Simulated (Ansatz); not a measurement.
Ga on a Mg site in MgO

All numbers are calculated (PBEsol, collinear spin where a state has unpaired electrons to hold, no spin-orbit coupling; Ansatz, PAW set soft_2, 420 eV, k-mesh 2×2×2 shifted by half a step), not measured.

The relaxed host crystal (Kohn–Sham gap 4.62 eV over the whole zone):

```
CELL_PARAMETERS angstrom
0.00000 2.10702 2.10702
2.10702 0.00000 2.10702
2.10702 2.10702 0.00000
ATOMIC_POSITIONS crystal
Mg 0.00000 0.00000 0.00000
O 0.50000 0.50000 0.50000
```

Supercell of 32 atoms, rows of the matrix [[1,-3,1],[1,1,1],[-3,1,1]] times the cell vectors; Ga on a Mg site at (0.000, 0.000, 0.000) in fractions of the cell above. Atoms are relaxed at the host's cell; charged cells sit in a uniform background.

Task: How does the lattice relax around the defect, and where do the electrons go?

Result: Distances from the Ga atom (Å), by shell of the perfect crystal:

| shell | perfect crystal | charge +1 | charge 0 |
| --- | --- | --- | --- |
| 6 O | 2.11 | 2.04 | 2.17 |

```json
{"charge": "+1", "moment of the cell (μB)": "0.00", "moment on Ga (μB)": "0.00", "gap of the cell on the mesh (eV)": "5.45", "carriers": "none in the bands"}
{"charge": "0", "moment of the cell (μB)": "1.00", "moment on Ga (μB)": "0.22", "gap of the cell on the mesh (eV)": "0.26", "carriers": "none in the bands"}
```

On this mesh the host's own supercell has a gap of 6.07 eV.

Formation energy of the neutral defect: 4.60 eV, taking atoms from and to the elements' standard states (no corrections for gases), so it belongs to those chemical potentials alone.

Charge-transition levels, with point-charge and potential-alignment terms: (+1/0) lies 4.52 eV above the valence band top. The level (+1/0) lies within 0.10 eV of the band edge, less than such cells can settle, so the lowest charge at the conduction band bottom is left open. Lowest charge for a Fermi level at the valence band top: +1, at mid gap: +1 (among the charges +1, 0). With the Fermi level at the valence band top the state +1 costs 0.08 eV, and 2.39 eV with the Fermi level at mid gap, which lies 2.31 eV above the valence band top; atoms are taken from and to the elements' standard states.

Caveats: semilocal functionals make gaps too small, which shifts levels too; small supercell, so energies and levels can be off by tenths of an eV; the atoms kept the symmetry of the start, so a distorted state could lie lower; the program doubts the potential alignment, as is usual in cells this small.

Ga acts as a donor on the Mg site: of the two charges computed, +1 is the lower both at the valence band top and at mid gap. In that state Ga is formally Ga³⁺ with a filled 3d shell and an empty 4s orbital. Being smaller and more highly charged than Mg²⁺, it draws the six oxygens in from 2.11 to 2.04 Å. The added electron of the neutral state reverses this, and the shell expands to 2.17 Å, beyond the perfect crystal. This suggests that the electron enters a state with Ga 4s–O 2p antibonding character, which weakens the Ga–O bonds. Only 0.22 of the 1.00 μB sits on Ga, as expected for a diffuse s-like state shared with its surroundings. The relaxation and moment therefore point to some Ga character, but they don't settle whether the electron is bound in a compact Ga²⁺ centre or is a shallow, conduction-band-like donor electron. Whether two such neutral centres would disproportionate into Ga³⁺ and Ga⁺ also remains open, since the negative charge state wasn't computed.
